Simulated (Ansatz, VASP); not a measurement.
C in VASP and in Ansatz

```xyz
4
Lattice="2.4562 0.0000 0.0000 -1.2281 2.1272 0.0000 0.0000 0.0000 6.1809" Properties=species:S:1:pos:R:3 pbc="T T T"
C     0.0000    0.0000    1.5452
C     0.0000    0.0000    4.6357
C     0.0000    1.4181    1.5452
C     1.2281    0.7091    4.6357
```

Alike in both runs: functional PBE; dispersion D3(BJ); k mesh 21 × 21 × 6; occupations gaussian, width 0.1 eV; no spin polarisation.

Ansatz relaxed the structure, and its values are those at the end. VASP's run is a single point on that final structure, the one shown.

|  | VASP | Ansatz |
| --- | --- | --- |
| version | VASP 6.6.1 | Ansatz 0.2.0 |
| potentials or method | VASP PAW PBE potentials, release 64 (C) | scalar-relativistic, plane waves, PAW |
| plane-wave cutoff (eV) | 520 | 420 |
| valence electrons in the cell | 16 | 16 |

|  | VASP | Ansatz | Ansatz less VASP |
| --- | --- | --- | --- |
| gap on the k mesh at the Fermi level (eV) | none | none | - |
| pressure (GPa) | 5.4 | 4.9 | -0.50 |

A gap of «none» marks a metal or a gap that the smearing closes.
